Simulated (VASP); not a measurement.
# Ni in VASP: a series of runs, part 2 of 2

VASP 6.6.1. The steps go on from the part before.

**3. Relaxation of the atoms, PBE, collinear spin, ferromagnetic start**

INCAR reads:

```
PREC = Accurate
ENCUT = 520
EDIFF = 1E-6
ISMEAR = 1
SIGMA = 0.1
LREAL = False
LASPH = True
NELM = 150
ALGO = Normal
ISIF = 2
LWAVE = False
LCHARG = False
ISPIN = 2
MAGMOM = 0.7 0.7 0.7 0.7 0.7 0.7 0.7
LORBIT = 11
LMAXMIX = 4
LDIPOL = True
IDIPOL = 3
DIPOL = 0.5 0.5 0.500
GGA = PE
IBRION = 2
NSW = 80
EDIFFG = -0.02
AMIX = 0.2
BMIX = 1E-4
AMIX_MAG = 0.8
BMIX_MAG = 1E-4
KPAR = 4
```

KPOINTS reads:

```
Automatic mesh
0
Gamma
  18 18 1
```

POSCAR reads:

```
Ni
1.0
    2.4864872600      0.0000000000      0.0000000000
   -1.2432436300      2.1533611300      0.0000000000
    0.0000000000      0.0000000000     27.1812500600
Ni
7
Direct
    0.6666666700      0.3333333300      0.2759255000
    0.3333333300      0.6666666700      0.3506170000
    0.0000000000      0.0000000000      0.4253085000
    0.6666666700      0.3333333300      0.5000000000
    0.3333333300      0.6666666700      0.5746915000
    0.0000000000      0.0000000000      0.6493830000
    0.6666666700      0.3333333300      0.7240745000
```

Potentials or basis: VASP PAW PBE potentials, release 64 (Ni).

The run is started by

```console
cat potpaw_PBE.64/Ni/POTCAR > POTCAR
mpirun -np 4 vasp_std > vasp.out
```

It took 14 min on 4 MPI ranks of Intel Xeon Platinum 8375C at 2.90GHz (Ice Lake), shared host; peak memory 0.52 GiB.

It converged, with:

| Item | Value |
| --- | --- |
| Free energy | -37.0201 eV |
| Energy gained by relaxing | 0.6 meV/atom |
| Ionic steps | 4 |
| Largest force after relaxing | 0.018 eV/Å |
| Band gap on the k mesh | none (metal or under the smearing width) |
| Net moment | 4.53 μB per cell |
| Site moments | Ni +0.68, +0.64, +0.63 μB |
| Valence electrons inside the program's atomic spheres | Ni 9.19, 9.31 |

Forces in eV/Å, atoms in the order of the input:
```
Ni   0.000  0.000  0.017
Ni   0.000  0.000  0.018
Ni   0.000  0.000 -0.015
Ni   0.000  0.000  0.000
Ni   0.000  0.000  0.015
Ni   0.000  0.000 -0.018
Ni   0.000  0.000 -0.017
```

Step by step:
| step | energy change (eV) | largest force (eV/Å) | pressure (GPa) |
| --- | --- | --- | --- |
| 1 | 0.0000 | 0.1542 | -1.34 |
| 2 | -0.0030 | 0.0838 | -1.28 |
| 3 | -0.0039 | 0.0524 | -1.21 |
| 4 | -0.0042 | 0.0182 | -1.15 |

Final structure:
```
Ni
1.0
     2.48649    0.00000    0.00000
    -1.24324    2.15336    0.00000
     0.00000    0.00000   27.18125
Ni
7
Direct
  0.66667 0.33333 0.27650
  0.33333 0.66667 0.35024
  0.00000 0.00000 0.42506
  0.66667 0.33333 0.50000
  0.33333 0.66667 0.57494
  0.00000 0.00000 0.64976
  0.66667 0.33333 0.72350
```

Levels at points of the mesh, in eV from the Fermi level:
Spin up:
| k point | band 36 | band 37 | band 38 | band 39 | band 40 | band 41 |
| --- | --- | --- | --- | --- | --- | --- |
| (0.00, 0.00, 0.00) | -0.85 | -0.85 | -0.70 | -0.70 | -0.64 | -0.64 |
| (0.50, 0.00, 0.00) | 0.24 | 1.07 | 1.77 | 2.24 | 2.45 | 2.56 |
Spin down:
```tsv
k point	band 30	band 31	band 32	band 33	band 34	band 35
(0.00, 0.00, 0.00)	-0.69	-0.69	-0.59	-0.59	-0.41	-0.41
(0.50, 0.00, 0.00)	0.21	0.25	0.26	0.33	0.42	0.43
```

**4. Single point, PBE, collinear spin, ferromagnetic start**

INCAR reads:

```
PREC     = Accurate       # precision mode
ENCUT    = 520            # plane-wave cutoff, eV
EDIFF    = 1E-6           # SCF threshold, eV
ISMEAR   = 1              # smearing method
SIGMA    = 0.1            # smearing width, eV
LREAL    = F              # projectors in reciprocal space
LASPH    = T              # aspherical terms in the spheres
NELM     = 150            # most SCF steps
ALGO     = Normal         # electronic algorithm
ISIF     = 2              # what is computed and relaxed
LWAVE    = F              # write WAVECAR
LCHARG   = F              # write CHGCAR
ISPIN    = 2              # spin polarisation
MAGMOM   = 0.7 0.7 0.7 0.7 0.7 0.7 0.7 # initial moments
LORBIT   = 11             # projections on sites
LMAXMIX  = 4              # l up to which the mixer works
LDIPOL   = T            
IDIPOL   = 3            
DIPOL    = 0.5 0.5 0.500
GGA      = PE             # functional
NBANDS   = 48             # bands
AMIX     = 0.2          
BMIX     = 1E-4         
AMIX_MAG = 0.8          
BMIX_MAG = 1E-4         
LVHAR    = T            
LVACPOTAV= T            
ICORELEVEL= 1            
KPAR     = 4
```

KPOINTS reads:

```
regular mesh
0
Gamma
  18 18 1
```

POSCAR reads:

```
Ni                                      
1.0
    2.4864872600      0.0000000000      0.0000000000
   -1.2432436300      2.1533611300      0.0000000000
    0.0000000000      0.0000000000     27.1812500600
  Ni            
     7
Direct
     0.6666666699999979    0.3333333300000021    0.2764977697721528
     0.3333333300000021    0.6666666699999979    0.3502387237542097
     0.0000000000000000    0.0000000000000000    0.4250611070390140
     0.6666666699999979    0.3333333300000021    0.5000000000000000
     0.3333333300000021    0.6666666699999979    0.5749388929609860
     0.0000000000000000    1.0000000000000000    0.6497612762457903
     0.6666666699999979    0.3333333300000021    0.7235022302278472
```

The run is started by

```console
cat potpaw_PBE.64/Ni/POTCAR > POTCAR
mpirun -np 4 vasp_std > vasp.out
```

It took 6.3 min on 4 MPI ranks of Intel Xeon Platinum 8375C at 2.90GHz (Ice Lake), shared host; peak memory 0.53 GiB.

The run converged. Its results:

- Free energy: -37.0201 eV
- Largest force: 0.018 eV/Å
- Band gap on the k mesh: none (metal or under the smearing width)
- Net moment: 4.53 μB per cell
- Site moments: Ni +0.68, +0.64, +0.63 μB
- Valence electrons inside the program's atomic spheres: Ni 9.19, 9.31
- Work function of the upper face: 5.04 eV
- Work function of the lower face: 5.04 eV

Forces in eV/Å, atoms in the order of the input:
```
Ni   0.000  0.000  0.016
Ni   0.000  0.000  0.018
Ni   0.000  0.000 -0.014
Ni   0.000  0.000  0.000
Ni   0.000  0.000  0.014
Ni   0.000  0.000 -0.018
Ni   0.000  0.000 -0.016
```

Levels at points of the mesh, in eV from the Fermi level:
Spin up:
| k point | band 36 | band 37 | band 38 | band 39 | band 40 | band 41 |
| --- | --- | --- | --- | --- | --- | --- |
| (0.00, 0.00, 0.00) | -0.85 | -0.85 | -0.70 | -0.70 | -0.64 | -0.64 |
| (0.50, 0.00, 0.00) | 0.24 | 1.07 | 1.77 | 2.24 | 2.45 | 2.56 |
Spin down:
```
           k point  band 29  band 30  band 31  band 32  band 33  band 34  band 35  band 36
(0.00, 0.00, 0.00)    -0.70    -0.69    -0.69    -0.59    -0.59    -0.41    -0.41    -0.15
(0.50, 0.00, 0.00)     0.16     0.21     0.25     0.26     0.33     0.42     0.43     0.45
```

Core levels (eV, on the scale of the bands):
```
atom                                                 levels
1 Ni  1s -8201.6, 2s -971.5, 2p -834.4, 3s -100.5, 3p -60.9
2 Ni  1s -8201.9, 2s -971.9, 2p -834.7, 3s -100.7, 3p -61.1
3 Ni  1s -8201.9, 2s -971.9, 2p -834.7, 3s -100.7, 3p -61.1
4 Ni  1s -8201.8, 2s -971.8, 2p -834.7, 3s -100.7, 3p -61.1
5 Ni  1s -8201.9, 2s -971.9, 2p -834.7, 3s -100.7, 3p -61.1
6 Ni  1s -8201.9, 2s -971.9, 2p -834.7, 3s -100.7, 3p -61.1
```
